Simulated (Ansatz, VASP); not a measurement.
NaF: VASP beside Ansatz

The input INCAR:

```
ALGO = Normal
EDIFF = 1E-6
ENCUT = 520
GGA = PE
ISIF = 2
ISMEAR = 0
LASPH = True
LCHARG = False
LREAL = False
LWAVE = False
NBANDS = 14
NELM = 100
PREC = Accurate
SIGMA = 0.02
```

The input KPOINTS:

```
k-points
0
Gamma
  8 8 8
```

Contents of POSCAR:

```
NaF
1.0
    0.0000000000      2.4255938251      2.4255938251
    2.4255938251      0.0000000000      2.4255938251
    2.4255938251      2.4255938251      0.0000000000
Na F
1 1
Direct
    0.0000000000      0.0000000000      0.0000000000
    0.5000000000      0.5000000000      0.5000000000
```

Input for Ansatz:

```yaml
crystal:
  lattice:
    - [0.0, 2.4255938251, 2.4255938251]
    - [2.4255938251, 0.0, 2.4255938251]
    - [2.4255938251, 2.4255938251, 0.0]
  atoms:
    - { symbol: Na, position: [0.0, 0.0, 0.0] }
    - { symbol: F, position: [0.5, 0.5, 0.5] }
basis:
  ecutwfc: 420
kpoints:
  mp_grid: { grid: [8, 8, 8] }
hamiltonian:
  xc: pbe
scf:
  occupations: { method: gaussian, width: 0.02 }
output:
  forces: true
  stress: true
  eigenvalues: true
```

Alike in both runs: task single point; functional PBE; k mesh 8 × 8 × 8; occupations gaussian, width 0.02 eV; no spin polarisation.

```csv
,VASP,Ansatz
version,VASP 6.6.1,Ansatz 0.2.0
potentials or method,"VASP PAW PBE potentials, release 64 (Na_pv, F)","scalar-relativistic, plane waves, PAW"
plane-wave cutoff (eV),520,420
valence electrons in the cell,14,16
```

|  | VASP | Ansatz | Ansatz less VASP |
| --- | --- | --- | --- |
| gap on the k mesh at the Fermi level (eV) | 5.62 | 5.63 | +0.013 |
| least direct gap on the mesh (eV) | 5.62 | 5.63 | +0.013 |
| pressure (GPa) | -3.6 | -3.4 | +0.16 |

With one functional, cell and mesh, what is left measures potentials, basis and numerics. The two sets of potentials don't hold the same shells in valence.

A k mesh can miss the band edges. PBE gaps usually lie below the measured ones, often by a third to a half.
